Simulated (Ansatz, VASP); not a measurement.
One calculation of CdS (Greenockite), two programs

The input INCAR:

```
SYSTEM = CdS
  PREC = Accurate
  ENCUT = 520
  EDIFF = 1E-7
  ISMEAR = -1
  SIGMA = 0.05
  LREAL = .False.
  LASPH = .True.
  NELM = 60
  ALGO = Normal
  ISIF = 2
  LWAVE = .False.
  LCHARG = .True.
  GGA = PE
  LELF = .True.
  LVHAR = .True.
  NBANDS = 26
```

KPOINTS

```
regular mesh
0
Gamma
  7 7 4
  0 0 0
```

POSCAR

```
CdS
1.0
    4.2046115259      0.0000000000      0.0000000000
   -2.1023057629      3.6413003944      0.0000000000
    0.0000000000      0.0000000000      6.8256549035
Cd S
2 2
Direct
    0.6666666667      0.3333333333      0.5000000000
    0.3333333333      0.6666666667      0.0000000000
    0.6666666667      0.3333333333      0.8750000000
    0.3333333333      0.6666666667      0.3750000000
```

input.yaml

```yaml
crystal:
  lattice:
    - [4.2046115259, 0.0, 0.0]
    - [-2.1023057629, 3.6413003944, 0.0]
    - [0.0, 0.0, 6.8256549035]
  atoms:
    - { symbol: Cd, position: [0.6666666667, 0.3333333333, 0.5] }
    - { symbol: Cd, position: [0.3333333333, 0.6666666667, 0.0] }
    - { symbol: S, position: [0.6666666667, 0.3333333333, 0.875] }
    - { symbol: S, position: [0.3333333333, 0.6666666667, 0.375] }
kpoints:
  mp_grid: { grid: [7, 7, 4] }
scf:
  occupations: { method: fermi_dirac, width: 0.05 }
hamiltonian:
  xc: pbe
  pseudopotentials: { kind: all_electron, lapw: { basis_error: 0.001 } }
output:
  forces: true
  stress: true
  eigenvalues: true
```

Change from the starting cell: volume scaled by 1.04.

Alike in both runs: task single point; functional PBE; k mesh 7 × 7 × 4; occupations fermi-dirac, width 0.05 eV; no spin polarisation.

|  | VASP | Ansatz |
| --- | --- | --- |
| version | VASP 6.6.1 | Ansatz 0.2.0 |
| potentials or method | VASP PAW PBE potentials, release 64 (Cd, S) | all-electron LAPW, scalar-relativistic |
| plane-wave cutoff (eV) | 520 | see its input |

VASP gave:

| Property | Result |
| --- | --- |
| gap on the k mesh at the Fermi level (eV) | 1.10 |
| least direct gap on the mesh (eV) | 1.10 |
| pressure (GPa) | 0.1 |
| largest component of the traceless stress (GPa) | 0.36 |
| rms of the force components (eV/Å) | 0.035 |

Question: Which values does Ansatz return?

Answer: gap on the k mesh at the Fermi level (eV): 1.10; least direct gap on the mesh (eV): 1.10; pressure (GPa): -0.2; largest component of the traceless stress (GPa): 0.34; rms of the force components (eV/Å): 0.035.

Atom by atom the forces differ by 0.001 eV/Å (rms over components). Ansatz ran all-electron here, so the differences hold the error of VASP's frozen core and of both bases.
